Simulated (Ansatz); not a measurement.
SrO in Ansatz: the effect of strain

Crystal: SrO.

```
CELL_PARAMETERS angstrom
0.00000 2.56630 2.54064
2.56630 0.00000 2.54064
2.56630 2.56630 0.00000
ATOMIC_POSITIONS crystal
Sr 0.50000 0.50000 0.50000
O 0.00000 0.00000 0.00000
```

The cell isn't the ideal one: strained by -1 %.

Alike in all runs:

* Program: Ansatz 0.2.0
* Task: single point
* Functional: PBE
* Potentials or basis: Ansatz PAW
* Cutoff: 420 eV (not typed: the program's choice for these potentials)
* k mesh: 9 × 9 × 9
* Occupations: fermi-dirac, width 0.05 eV
* Spin: no spin polarisation

```csv
strain,gap on the mesh (eV),pressure (GPa)
-0.01,?,?
0.01,3.35,2.4
0.02,3.33,1.5
```

**Question.** What does the run with strain -0.01 give?

**Answer.** gap on the mesh 3.32 eV; pressure 4.4 GPa.

Caveats: odd divisions of the mesh miss points on the zone boundary, where band edges often lie, so the gap on the mesh can be too wide.

A k mesh can miss the band edges.
